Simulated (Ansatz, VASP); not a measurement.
## Two plane-wave programs on Sc

File INCAR:

```
PREC = Accurate
ENCUT = 520
EDIFF = 1E-7
ISMEAR = -1
SIGMA = 0.1
LREAL = F
LASPH = T
NELM = 100
ALGO = Normal
ISIF = 2
LWAVE = F
LCHARG = F
GGA = PE
NBANDS = 12
```

KPOINTS

```
Automatic mesh
0
Gamma
  9 9 9
```

POSCAR

```
Sc
1.0
    0.0000000000      2.2600000000      2.2600000000
    2.2600000000      0.0000000000      2.2600000000
    2.2600000000      2.2600000000      0.0000000000
Sc
1
Direct
    0.0000000000      0.0000000000      0.0000000000
```

Input for Ansatz:

```yaml
crystal:
  lattice:
    - [0.0, 2.26, 2.26]
    - [2.26, 0.0, 2.26]
    - [2.26, 2.26, 0.0]
  atoms:
    - { symbol: Sc, position: [0.0, 0.0, 0.0] }
hamiltonian:
  xc: pbe
  pseudopotentials: { kind: paw }
basis:
  ecutwfc: 420
kpoints:
  mp_grid: { grid: [9, 9, 9] }
scf:
  occupations: { method: fermi_dirac, width: 0.1 }
  lower_state_search: "off"
output:
  forces: true
  stress: true
```

Alike in both runs: task single point; functional PBE; k mesh 9 × 9 × 9; occupations fermi-dirac, width 0.1 eV; no spin polarisation.

|  | VASP | Ansatz |
| --- | --- | --- |
| version | VASP 6.6.1 | Ansatz 0.2.0 |
| potentials or method | VASP PAW PBE potentials, release 64 (Sc_sv) | PAW, plane waves, scalar-relativistic |
| plane-wave cutoff (eV) | 520 | 420 |
| valence electrons in the cell | 11 | 11 |

```csv
,VASP,Ansatz,Ansatz less VASP
pressure (GPa),4.0,4.0,-0.04
```
